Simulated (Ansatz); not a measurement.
A 4-atom cell of ScO2H (R-3m) from a materials database (r2SCAN+rVV10 geometry), in Ansatz:

```
Sc H O
1.0
     1.60162    0.92469    4.47319
    -1.60162    0.92469    4.47319
     0.00000   -1.84939    4.47319
Sc H O
1 1 2
Cartesian
  0.0000 0.0000 0.0000
  0.0000 0.0000 6.7098
  0.0000 0.0000 7.9148
  0.0000 0.0000 5.5048
```

G0W0@r2SCAN with 149 empty bands, a screening cutoff of 140 eV and a 6×6×6 mesh (PAW, contour deformation) gives 6.606 eV over the mesh points, from an r2SCAN gap of 4.591 eV; it sums over 161 bands with 147 plane waves in the screening and a wave cutoff of 500 eV. The G0W0 figures hold for the stated bands, cutoff and mesh and aren't extrapolated. Calculated for a static, non-magnetic cell.

**Question.** Estimate the gap with starting point LDA.

**Answer.** 6.446 eV (-0.160 eV), from a Kohn-Sham gap of 3.980 eV.

**Question.** Estimate the gap with empty bands 274, screening cutoff 210 eV.

**Answer.** 6.703 eV (+0.097 eV), from a Kohn-Sham gap of 4.591 eV.
